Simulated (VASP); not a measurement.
# KCl (P1) in VASP: a series of runs

One crystal, KCl, is run at these levels: r2SCAN, PBEsol; tasks: single point.

Program: VASP 6.6.1. These are calculated values, not measurements. Logs are shortened: lines on timing, memory, paths and dates and some standing lists are left out, and cuts for length are marked.

### Step 1. The structure

The typed cell holds 2 atoms: a = 4.473 Å, b = 4.444 Å, c = 4.407 Å, α = 59.25°, β = 60.03°, γ = 59.50°.

The cell was built by a generator and needn't be a form met in nature.

### Step 2. Single point, r2SCAN

Contents of POSCAR:

```
KCl
1.0
   -0.0056070000      3.1431926900      3.1819803100
    3.1367463500      0.0278118500      3.1485614600
    3.1294315100      3.1024600100      0.0351256800
K Cl
1 1
Direct
    0.9338540000      0.0422740000      0.0087610000
    0.5046890000      0.4661770000      0.4859190000
```

Contents of INCAR.step1:

```
SYSTEM = KCl
ALGO = Normal
EDIFF = 1E-4
ENCUT = 520
GGA = PE
ISMEAR = -1
LASPH = .True.
LCHARG = .False.
LREAL = .False.
LWAVE = .True.
NBANDS = 15
NELM = 100
PREC = Accurate
SIGMA = 0.1
```

Contents of INCAR.step2:

```
SYSTEM = KCl
ALGO = Normal
EDIFF = 1E-6
ENCUT = 520
ISIF = 2
ISMEAR = -1
ISTART = 1
LASPH = .True.
LCHARG = .False.
LMIXTAU = .True.
LREAL = .False.
LWAVE = .False.
METAGGA = R2SCAN
NBANDS = 15
NELM = 100
PREC = Accurate
SIGMA = 0.1
```

Contents of KPOINTS:

```
Automatic mesh
0
Gamma
  5 5 5
  0.5 0 0.5
```

Potentials or basis: VASP PAW PBE potentials, release 64 (K_sv, Cl).

The run is started by

```bash
cat potpaw_PBE.64/K_sv/POTCAR potpaw_PBE.64/Cl/POTCAR > POTCAR
cp INCAR.step1 INCAR
mpirun -np 1 vasp_std > vasp.out
cp INCAR.step2 INCAR
mpirun -np 1 vasp_std > vasp.out
```

OUTCAR:

```text
SYSTEM = KCl
   EDIFF = 1E-6
   ENCUT = 520
   ISIF = 2
   ISMEAR = -1
   ISTART = 1
   LASPH = .True.
   LREAL = .False.
   METAGGA = R2SCAN
   NELM = 100
   PREC = Accurate

 ion  position               nearest neighbor table
   1  0.934  0.042  0.009-   2 2.83   2 2.98   2 3.15   2 3.18
   2  0.505  0.466  0.486-   1 2.83   1 2.98   1 3.15   1 3.18

  LATTYP: Found a triclinic cell.
 ALAT       =     4.4421638503
 B/A-ratio  =     1.4118791231
 C/A-ratio  =     1.0068652305
 COS(alpha) =     0.0025077855
 COS(beta)  =     0.5113091403
 COS(gamma) =     0.7055703854

  Lattice vectors:

 A1 = (   3.1350385100,  -0.0407326800,  -3.1468546300)
 A2 = (   6.2717848600,  -0.0129208300,   0.0017068300)
 A3 = (   0.0056070000,  -3.1431926900,  -3.1819803100)

Analysis of symmetry for initial positions (statically):
=====================================================================
 Subroutine PRICEL returns:
 Original cell was already a primitive cell.

 Routine SETGRP: Setting up the symmetry group for a
 triclinic supercell.

 Subroutine GETGRP returns: Found  1 space group operations
 (whereof  1 operations were pure point group operations)
 out of a pool of  2 trial point group operations.

The static configuration has the point symmetry C_1 .

Analysis of symmetry for dynamics (positions and initial velocities):
=====================================================================
 Subroutine PRICEL returns:
 Original cell was already a primitive cell.

 Routine SETGRP: Setting up the symmetry group for a
 triclinic supercell.

 Subroutine GETGRP returns: Found  1 space group operations
 (whereof  1 operations were pure point group operations)
 out of a pool of  2 trial point group operations.

The dynamic configuration has the point symmetry C_1 .

 Subroutine INISYM returns: Found  1 space group operations
 (whereof  1 operations are pure point group operations),
 and found     1 'primitive' translations

----------------------------------------------------------------------------------------

                                     Primitive cell

  volume of cell :      61.3679

  direct lattice vectors                    reciprocal lattice vectors
    -0.005607000  3.143192690  3.181980310    -0.159159936  0.158764257  0.157160287
     3.136746350  0.027811850  3.148561460     0.159066252 -0.162267055  0.160569348
     3.129431510  3.102460010  0.035125680     0.159823630  0.162930801 -0.160663085

  length of vectors
     4.472660329  4.444478646  4.406794016     0.274294241  0.278235845  0.279110490

  position of ions in fractional coordinates (direct lattice)
     0.933854000  0.042274000  0.008761000
     0.504689000  0.466177000  0.485919000

  ion indices of the primitive-cell ions
   primitive index   ion index
                 1           1
                 2           2

----------------------------------------------------------------------------------------

 KPOINTS: Automatic mesh

Automatic generation of k-mesh.
 Grid dimensions read from file:
 generate k-points for:    5    5    5

 Generating k-lattice:

  Cartesian coordinates                     Fractional coordinates (reciprocal lattice)
    -0.031831987  0.031752851  0.031432057     0.200000000  0.000000000  0.000000000
     0.031813250 -0.032453411  0.032113870    -0.000000000  0.200000000 -0.000000000
     0.031964726  0.032586160 -0.032132617    -0.000000000  0.000000000  0.200000000

  Length of vectors
     0.054858848  0.055647169  0.055822098

  Shift w.r.t. Gamma in fractional coordinates (k-lattice)
     0.500000000  0.000000000  0.500000000

 Subroutine IBZKPT returns following result:
 ===========================================

 Found     63 irreducible k-points:

 Following reciprocal coordinates:
            Coordinates               Weight
  0.100000 -0.000000  0.100000      2.000000
  0.300000  0.000000  0.100000      2.000000
  0.500000  0.000000  0.100000      2.000000
 -0.300000  0.000000  0.100000      2.000000
 -0.100000  0.000000  0.100000      2.000000
  0.100000  0.200000  0.100000      2.000000
[... 16 lines left out ...]
  0.500000 -0.200000  0.100000      2.000000
 -0.300000 -0.200000  0.100000      2.000000
 [... further k-points ...]
   k-points           NKPTS =     63   k-points in BZ     NKDIM =     63   number of bands    NBANDS=     15
   number of dos      NEDOS =    301   number of ions     NIONS =      2
   total plane-waves  NPLWV =  46656
   dimension x,y,z NGX =    36 NGY =   36 NGZ =   36
   dimension x,y,z NGXF=    72 NGYF=   72 NGZF=   72
   ions per type =               1   1
   NGX,Y,Z   is equivalent  to a cutoff of  13.38, 13.47, 13.58 a.u.
   NGXF,Y,Z  is equivalent  to a cutoff of  26.76, 26.93, 27.16 a.u.
 SYSTEM =  KCl
   PREC   = accura    normal or accurate (medium, high low for compatibility)
   ISTART =      1    job   : 0-new  1-cont  2-samecut
   ICHARG =      0    charge: 1-file 2-atom 10-const
   ISPIN  =      1    spin polarized calculation?
   LNONCOLLINEAR =      F non collinear calculations
   LSORBIT =      F    spin-orbit coupling
   LASPH  =      T    aspherical Exc in radial PAW
   ENCUT  =  520.0 eV  38.22 Ry    6.18 a.u.   8.32  8.26  8.19*2*pi/ulx,y,z
   NELM   =    100;   NELMIN=  2; NELMDL=  0     # of ELM steps
   EDIFF  = 0.1E-05   stopping-criterion for ELM
   LREAL  =      F    real-space projection
   EDIFFG = 0.1E-04   stopping-criterion for IOM
   NSW    =      0    number of steps for IOM
   IBRION =     -1    ionic relax: 0-MD 1-quasi-New 2-CG
   NFREE  =      0    steps in history (QN), initial steepest desc. (CG)
   ISIF   =      2    stress and relaxation
   ISYM   =      2    0-nonsym 1-usesym 2-fastsym
   POTIM  = 0.5000    time-step for ionic-motion
   TEBEG  =    0.0;   TEEND  =   0.0 temperature during run
   PSTRESS=    0.0 pullay stress
   NELECT =      16.0000    total number of electrons
   NUPDOWN=      -1.0000    fix difference up-down
   EMIN   =  10.00;   EMAX   =-10.00  energy-range for DOS
   EFERMI =   0.00;   METHOD = LEGACY
   ISMEAR =    -1;   SIGMA  =   0.10  broadening in eV -4-tet -1-fermi 0-gaus
   EFERMI_NEDOS =   21; number of points for ismear=-14 and -15
   IALGO  =     38    algorithm
   IMIX   =      4    mixing-type and parameters
     AMIX     =   0.40;   BMIX     =  1.00
     AMIX_MAG =   1.60;   BMIX_MAG =  1.00
  volume/ion in A,a.u.               =      30.68       207.07
  Fermi-wavevector in a.u.,A,eV,Ry     =   1.045846  1.976362 14.881971  1.093794
  Thomas-Fermi vector in A             =   2.180659
   LORBIT       =      0    0 simple, 1 ext, 2 COOP (PROOUT), +10 PAW based schemes
   METAGGA = R2SCAN    functional components
   LHFCALC =     F    Hartree Fock is set to
   AEXX    =    0.0000 exact exchange contribution
   IVDW    =     0    specifies the selected vdW correction
   LEPSILON=     F    determine dielectric tensor
   LRPA    =     F    only Hartree local field effects (RPA)
 non-spin polarized calculation
  energy-cutoff  :      520.00
  volume of cell :       61.37
 maximum number of plane-waves:      1663
 NGX is ok and might be reduce to    36
   NGX = 17   NGY = 17   NGZ = 17

 number of electron      16.0000000 magnetization

 Free energy of the ion-electron system (eV)
  ---------------------------------------------------
  ext. energy  EPLUGINS =         0.00000000
  ---------------------------------------------------
  free energy    TOTEN  =       -16.40135450 eV

  energy without entropy =      -16.40135450  energy(sigma->0) =      -16.40135450

 E-fermi :   0.0880     XC(G=0):  -8.0015

 val. band max:       -2.2561273933   @ k =   0.1000  -0.0000   0.1000
 cond. band min:       3.9763412880   @ k =   0.1000  -0.0000   0.1000
 fundamental gap:      6.2324686813
 Fermi energy:         0.0879971572

 k-point     1 :       0.1000   -0.0000    0.1000
  band No.  band energies     occupation
      1     -30.3976      2.00000
      2     -14.9620      2.00000
      3     -13.1151      2.00000
      4     -13.0983      2.00000
      5     -13.0244      2.00000
      6      -2.4292      2.00000
      7      -2.2831      2.00000
      8      -2.2561      2.00000
      9       3.9763      0.00000
     10       6.6288      0.00000
     11       7.0748      0.00000
     12       7.2198      0.00000
     13       8.1057      0.00000
     14       8.5161      0.00000
     15      11.5004      0.00000

 k-point     2 :       0.3000    0.0000    0.1000
  band No.  band energies     occupation
      1     -30.3922      2.00000
      2     -15.0291      2.00000
      3     -13.1266      2.00000
      4     -13.1078      2.00000
      5     -12.9288      2.00000
      6      -2.8958      2.00000
      7      -2.4275      2.00000
      8      -2.3875      2.00000
      9       5.1532      0.00000
     10       6.3118      0.00000
     11       7.9403      0.00000
     12       7.9703      0.00000
     13       8.8622      0.00000
     14       9.4631      0.00000
     15      11.7515      0.00000

 k-point     3 :       0.5000    0.0000    0.1000
  band No.  band energies     occupation
      1     -30.3876      2.00000
      2     -15.0839      2.00000
      3     -13.1265      2.00000
      4     -13.1154      2.00000
      5     -12.8601      2.00000
      6      -3.2172      2.00000
      7      -2.5541      2.00000
      8      -2.5064      2.00000
      9       5.9758      0.00000
     10       6.9514      0.00000
     11       8.8498      0.00000
     12       9.1498      0.00000
     13       9.6553      0.00000
     14      10.1551      0.00000
     15      10.6033      0.00000
[... 343 lines left out ...]
 k-point    23 :       0.5000   -0.2000    0.1000
  band No.  band energies     occupation
      1     -30.3855      2.00000
      2     -14.9955      2.00000
      3     -13.1785      2.00000
      4     -13.1459      2.00000
      5     -12.9456      2.00000
      6      -2.9783      2.00000
      7      -2.6685      2.00000
      8      -2.5330      2.00000
      9       6.2029      0.00000
     10       6.8733      0.00000
     11       8.1951      0.00000
     12       9.1211      0.00000
     13       9.6095      0.00000
     14      10.2099      0.00000
     15      10.5641      0.00000

 k-point    24 :      -0.3000   -0.2000    0.1000
  band No.  band energies     occupation
      1     -30.3888      2.00000
      2     -14.9821      2.00000
      3     -13.1553      2.00000
      4     -13.1373      2.00000
      5     -12.9769      2.00000
      6      -2.9346      2.00000
      7      -2.4656      2.00000
      8      -2.4300      2.00000
      9       5.7032      0.00000
     10       5.8453      0.00000
     11       8.3940      0.00000
     12       8.5966      0.00000
     13       9.1456      0.00000
     14       9.8805      0.00000
     15      10.8017      0.00000

 [... further k-points ...]

------------------------ aborting loop because EDIFF is reached ----------------------------------------

  FORCE on cell =-STRESS in cart. coord.  units (eV):
  Direction    XX          YY          ZZ          XY          YZ          ZX
  --------------------------------------------------------------------------------------
  -------------------------------------------------------------------------------------
  Total        1.1345233      0.3924283     -0.0627975      0.1666956     -0.0445968     -0.0148779
  in kB       29.6198482     10.2454201     -1.6395014      4.3520457     -1.1643226     -0.3884285
  external PRESSURE =      12.7419223 kB  Pullay stress =       0.0000000 kB

 VOLUME and BASIS-vectors are now :
 -----------------------------------------------------------------------------
  energy-cutoff  :      520.00
  volume of cell :       61.37
      direct lattice vectors                 reciprocal lattice vectors
    -0.005607000  3.143192690  3.181980310    -0.159159936  0.158764257  0.157160287
     3.136746350  0.027811850  3.148561460     0.159066252 -0.162267055  0.160569348
     3.129431510  3.102460010  0.035125680     0.159823630  0.162930801 -0.160663085

 POSITION                                       TOTAL-FORCE (eV/Angst)
 -----------------------------------------------------------------------------------
      0.15478      2.96364      3.10492        -0.606882      0.239934     -0.012753
      2.98010      3.10684      3.09077         0.606882     -0.239934      0.012753
 -----------------------------------------------------------------------------------
    total drift:                                0.000895     -0.000259     -0.000163

  FREE ENERGIE OF THE ION-ELECTRON SYSTEM (eV)
  ---------------------------------------------------
  free  energy   TOTEN  =       -16.4013544988 eV

  energy  without entropy=      -16.4013544987  energy(sigma->0) =      -16.40135450
```

Run time: 96 s. Hardware: 1 thread of Intel Xeon 6975P-C (Granite Rapids), shared host; peak memory 0.24 GiB.

Results:

```
Free energy            : -16.4014 eV
Pressure               : 1.3 GPa
Largest force          : 0.653 eV/Å
Band gap on the k mesh : 6.23 eV, direct
```

Forces on the atoms (eV/Å):
```
K   -0.607  0.240 -0.013
Cl   0.607 -0.240  0.013
```

Stress tensor (GPa, compression positive):
```
 2.96  0.44 -0.04
 0.44  1.02 -0.12
-0.04 -0.12 -0.16
```

Levels at points of the mesh, in eV from the valence-band top:
| k point | band 6 | band 7 | band 8 | band 9 | band 10 | band 11 |
| --- | --- | --- | --- | --- | --- | --- |
| (0.50, 0.00, 0.50) | -0.61 | -0.25 | -0.17 | 7.21 | 9.22 | 10.57 |

Caveat: the PAW data sets were made with another functional, which shifts forces and pressure a little.

### Step 3. Single point, PBEsol

Contents of INCAR:

```
SYSTEM = KCl
ALGO = Normal
EDIFF = 1E-6
ENCUT = 520
GGA = PS
ISIF = 2
ISMEAR = -1
LASPH = .TRUE.
LCHARG = .FALSE.
LREAL = .FALSE.
LWAVE = .FALSE.
NBANDS = 15
NELM = 100
PREC = Accurate
SIGMA = 0.1
```

KPOINTS is that of step 2.

POSCAR is that of step 2.

Potentials or basis: VASP PAW PBE potentials, release 64 (K_sv, Cl).

The run is started by

```bash
cat potpaw_PBE.64/K_sv/POTCAR potpaw_PBE.64/Cl/POTCAR > POTCAR
mpirun -np 1 vasp_std > vasp.out
```

Wall time 60 s (1 thread of Intel Xeon Platinum 8559C (Emerald Rapids), shared host); peak memory 0.22 GiB.

The run converged. Its results:

```yaml
Free_energy: -6.9367 eV
Pressure: 0.8 GPa
Largest_force: 0.550 eV/Å
Band_gap_on_the_k_mesh: 5.44 eV, direct
```

Forces on the atoms (eV/Å):
```
K   -0.513  0.198 -0.010
Cl   0.513 -0.198  0.010
```

Stress tensor (GPa, compression positive):
```
 2.32  0.36 -0.03
 0.36  0.56 -0.12
-0.03 -0.12 -0.46
```

Levels at points of the mesh, in eV from the valence-band top:
| k point | band 6 | band 7 | band 8 | band 9 | band 10 | band 11 |
| --- | --- | --- | --- | --- | --- | --- |
| (0.50, 0.00, 0.50) | -0.61 | -0.25 | -0.17 | 6.58 | 8.27 | 9.77 |

Caveat: the PAW data sets were made with another functional, which shifts forces and pressure a little.
